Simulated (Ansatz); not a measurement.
MnO2:

```
CELL_PARAMETERS angstrom
2.85658 0.00000 0.00000
-1.42829 2.47387 0.00000
0.00000 0.00000 4.60137
ATOMIC_POSITIONS crystal
Mn 0.00000 0.00000 0.50000
O 0.33333 0.66667 0.70629
O 0.66667 0.33333 0.29371
```

Measurements of this composition are mostly on another form, of space group No. 136.

Base run:

* Program: Ansatz 0.2.0
* Functional: BLYP
* Potentials or basis: Ansatz PAW
* Cutoff: 420 eV
* Density cutoff: 1680 eV
* k mesh: 11 × 11 × 6
* Occupations: fermi-dirac, width 0.05 eV
* Spin: collinear spin, ferromagnetic start
* Starting moments: [4.0, 0.0, 0.0] μB

Its results: band gap on the k mesh 0.72 eV, indirect (least direct gap 0.77 eV); pressure 10.1 GPa; net moment 3.00 μB per cell; site moments Mn +2.47; O +0.07 μB; largest force 0.454 eV/Å.

Q: The run is repeated on the same cell with these changes: functional from BLYP to r2SCAN; cutoff from 420 eV to 500 eV; density cutoff from 1680 eV to 2000 eV. What comes out?

A: Band gap on the k mesh 1.93 eV, indirect (least direct gap 2.02 eV); pressure -0.7 GPa; net moment 3.00 μB per cell; site moments Mn +2.59; O +0.02 μB; largest force 0.080 eV/Å.

r2SCAN gives the wider gap, since meta-GGAs in the generalised Kohn-Sham scheme recover part of the derivative discontinuity.

Caveats: a cell with one magnetic atom can't hold antiferromagnetic order, which such compounds often take; the PAW data sets come from PBE, with cores solved anew for the run's functional, which leaves a small shift of forces and pressure; the potentials were made for another functional, which shifts forces and pressure (some runs); the magnetic or orbital state may not be the lowest (some runs).

Not every run made on this cell is shown here.
